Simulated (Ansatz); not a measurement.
Fe:

```
Fe
1.0
     2.43416    0.00000    0.00000
    -1.21708    2.10804    0.00000
     0.00000    0.00000    3.84193
Fe
2
Direct
  0.66667 0.33333 0.75000
  0.33333 0.66667 0.25000
```

This isn't the form of Fe at room conditions, which is bcc.

Alike in all runs: program Ansatz 0.2.0; functional PBEsol; potentials or basis Ansatz PAW; cutoff 420 eV (not typed: the program's choice for these potentials); k mesh 10 × 10 × 6; occupations fermi-dirac, width 0.05 eV.

Q: Only the start or the spin constraint differs. Which run ends lowest in energy?
A. collinear spin, program default start; fixed moment 0
B. collinear spin, ferromagnetic start of up to 1.5 μB; fixed moment 3
C. collinear spin, ferromagnetic start of up to 3.75 μB; fixed moment 7.5
D. collinear spin, ferromagnetic start of up to 0.75 μB; fixed moment 1.5
E. collinear spin, ferromagnetic start of up to 2.25 μB; fixed moment 4.5
F. collinear spin, ferromagnetic start of up to 3 μB; fixed moment 6

A: A.

| start | free energy over the lowest (meV/atom) | net moment (μB) | site or absolute moments (μB) | gap |
| --- | --- | --- | --- | --- |
| collinear spin, ferromagnetic start of up to 2.25 μB; fixed moment 4.5 | 445.7 | 4.50 | Fe +2.22 | - |
| collinear spin, ferromagnetic start of up to 4.5 μB; fixed moment 9 | 5361.8 | 9.00 | Fe +3.99 | - |
| collinear spin, ferromagnetic start of up to 1.5 μB; fixed moment 3 | 266.9 | 3.00 | Fe +1.49 | - |
| collinear spin, ferromagnetic start of up to 6 μB; fixed moment 12 | 14547.1 | 12.00 | Fe +4.98 | - |
| collinear spin, ferromagnetic start of up to 3 μB; fixed moment 6 | 840.8 | 6.00 | Fe +2.88 | - |
| collinear spin, program default start; fixed moment 0 | 0.0 | 0.00 | - | - |
| collinear spin, ferromagnetic start of up to 0.75 μB; fixed moment 1.5 | 79.5 | 1.50 | Fe +0.75 | - |
| collinear spin, ferromagnetic start of up to 3.75 μB; fixed moment 7.5 | 2249.6 | 7.50 | Fe +3.45 | - |

All polarised runs hold their moment fixed, so the table maps the energy against it. A still lower state may exist.

Caveats: the total moment is fixed, so each spin has its own Fermi level.
